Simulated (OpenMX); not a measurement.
Crystal: Nb.

```xyz
1
Lattice="0.0540 2.0591 2.0500 2.1692 -0.0228 2.1268 2.1667 2.1333 -0.0203" Properties=species:S:1:pos:R:3 pbc="T T T"
Nb   -0.0010    0.1315    0.0029
```

The cell isn't the ideal one: cell strained at random at fixed volume.

```yaml
Program: OpenMX 3.8.5
Task: relaxation of cell and atoms
Functional: LDA-PW92
Potentials_or_basis: OpenMX 2013 LDA set, Nb7.0-s3p2d1, grid cutoff 400 Ry
k_mesh: 9 × 9 × 9
Occupations: fermi-dirac, width 0.05 eV
Spin: collinear spin, zero start
Starting_moments: "[0.0] μB"
```

At the start: pressure -9.2 GPa; volume 18.92 Å³/atom.

**Question.** Where does the relaxation end?

**Answer.** Over 24 steps the energy falls by 413.7 meV/atom and the volume is 17.38 Å³/atom (-8.1 %); space group R-3m (No. 166, to 0.05 Å); moment 0.00 μB per cell.

The path:
```
step  energy change (eV)  largest force (eV/Å)  pressure (GPa)  volume (Å³)
   1              0.0000                0.0035           -9.22        18.92
   2             -0.0082                0.0022           -8.02        18.78
   3             -0.0147                0.0038           -6.95        18.66
   4             -0.0199                0.0042           -6.00        18.56
   5             -0.0241                0.0034           -5.16        18.47
   6             -0.0324                0.0019           -3.29        18.27
   7             -0.0384                0.0026           -2.02        18.14
   8             -0.0438                0.0024           -1.16        18.05
   9             -0.0494                0.0031           -0.61        17.99
  10             -0.0654                0.0045            0.26        17.88
  11             -0.0875                0.0011            0.20        17.85
  12             -0.1159                0.0016            0.22        17.81
  13             -0.1456                0.0014            0.32        17.77
  14             -0.2235                0.0054            0.36        17.68
  15             -0.3235                0.0031            0.73        17.51
  16             -0.3906                0.0066            1.27        17.35
  17             -0.4101                0.0028            0.28        17.39
  18             -0.4129                0.0014            0.89        17.32
  19             -0.3979                0.0057           -6.68        17.99
  20             -0.4123                0.0024            2.52        17.19
  21             -0.4134                0.0023           -0.98        17.48
  22             -0.4121                0.0015            2.45        17.20
  23             -0.4136                0.0028            0.63        17.34
  24             -0.4137                0.0036            0.13        17.38
```

Final structure:
```
Nb
1.0
    -0.07835    2.17725    1.74031
     2.25904   -0.09396    1.81380
     2.33926    2.26228    0.29565
Nb
1
Direct
  0.03341 0.96960 0.02960
```

Caveat: volumes in these bases differ from converged ones by about 1 %, for some elements by several; the energies along the path lack the entropy term of the smearing; the basis of atomic orbitals isn't converged, which shifts pressures, moduli and gaps.
